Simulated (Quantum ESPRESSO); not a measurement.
NaI under changes of volume

One of the cells (33.899 Å³/atom); the others are scaled copies at fixed shape and fractional positions:

```
CELL_PARAMETERS angstrom
0.00000 3.23640 3.23640
3.23640 0.00000 3.23640
3.23640 3.23640 0.00000
ATOMIC_POSITIONS crystal
I 0.50000 0.50000 0.50000
Na 0.00000 0.00000 0.00000
```

- Program: Quantum ESPRESSO 7.5
- Functional: PBE
- Potentials or basis: SSSP 1.3 efficiency PBE
- Cutoff: 748 eV
- Density cutoff: 5987 eV
- k mesh: 7 × 7 × 7
- Occupations: fermi-dirac, width 0.05 eV
- Spin: no spin polarisation

```tsv
volume (Å³/atom)	energy over the lowest point (meV/atom)	pressure (GPa)	gap on the mesh (eV)
31.865	?	?	?
32.543	8.33	1.2	3.75
33.221	3.98	0.8	3.69
33.899	1.26	0.4	3.64
34.577	0.00	0.1	3.59
35.255	0.05	-0.2	3.54
35.933	1.28	-0.4	3.49
```

Task: What does the run at 31.865 Å³/atom give?

Result: Energy over the lowest point 14.51 meV/atom; pressure 1.7 GPa; gap on the mesh 3.81 eV.

Worked out: A Birch-Murnaghan fit of order 3 (a polynomial in V^(-2/3)) to the other rows has its minimum at 34.88 Å³/atom with B0 = V·E''(V) = 15.2 GPa and B' = 4.5. It gives 14.49 meV/atom at 31.865 Å³/atom, against the run's 14.51, and -dE/dV = 1.7 GPa, against 1.7. A straight line through the other rows of the gap, of slope -2.6 eV per unit of ln V (its deformation potential), extrapolates to 3.80 eV, against the run's 3.81.

Energies are extrapolated to zero smearing.

Caveats: spin-orbit coupling is left out, which moves the levels of the heavy elements.
